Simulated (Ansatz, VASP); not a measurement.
One calculation of RbBr, two programs

The input INCAR:

```
PREC = Accurate
ENCUT = 520
EDIFF = 1E-6
ISMEAR = -1
SIGMA = 0.02
LREAL = F
LASPH = T
NELM = 80
ALGO = Normal
ISIF = 2
LWAVE = F
LCHARG = F
GGA = PE
NBANDS = 15
```

File KPOINTS:

```
regular mesh
0
Gamma
  6 6 6
```

File POSCAR:

```
RbBr
1.0
    4.3201552879      0.0000000000      0.0000000000
    0.0000000000      4.3201552879      0.0000000000
    0.0000000000      0.0000000000      4.3201552879
Rb Br
1 1
Direct
    0.0000000000      0.0000000000      0.0000000000
    0.5000000000      0.5000000000      0.5000000000
```

Input for Ansatz:

```yaml
crystal:
  lattice:
    - [4.3201552879, 0.0, 0.0]
    - [0.0, 4.3201552879, 0.0]
    - [0.0, 0.0, 4.3201552879]
  atoms:
    - { symbol: Rb, position: [0.0, 0.0, 0.0] }
    - { symbol: Br, position: [0.5, 0.5, 0.5] }
kpoints:
  mp_grid: { grid: [6, 6, 6] }
  band_path:
    path:
      - [0.0, 0.0, 0.0]
      - [0.0, 0.5, 0.0]
      - [0.5, 0.5, 0.0]
      - [0.5, 0.5, 0.5]
      - [0.0, 0.5, 0.5]
    npoints: 1
hamiltonian:
  xc: pbe
scf:
  occupations: { method: fermi_dirac, width: 0.02 }
  n_extra_bands: 4
output:
  forces: true
  stress: true
  eigenvalues: true
```

Change from the starting cell: hydrostatic strain +4.8%.

Alike in both runs: task single point; functional PBE; k mesh 6 × 6 × 6; occupations fermi-dirac, width 0.02 eV; no spin polarisation.

```csv
,VASP,Ansatz
version,VASP 6.6.1,Ansatz 0.2.0
potentials or method,"VASP PAW PBE potentials, release 64 (Rb_sv, Br)","plane waves, PAW"
plane-wave cutoff (eV),520,420
valence electrons in the cell,16,16
```

```tsv
	VASP	Ansatz	Ansatz less VASP
gap on the k mesh at the Fermi level (eV)	3.66	3.67	+0.001
pressure (GPa)	-1.0	-1.0	-0.02
```

A k mesh can miss the band edges.
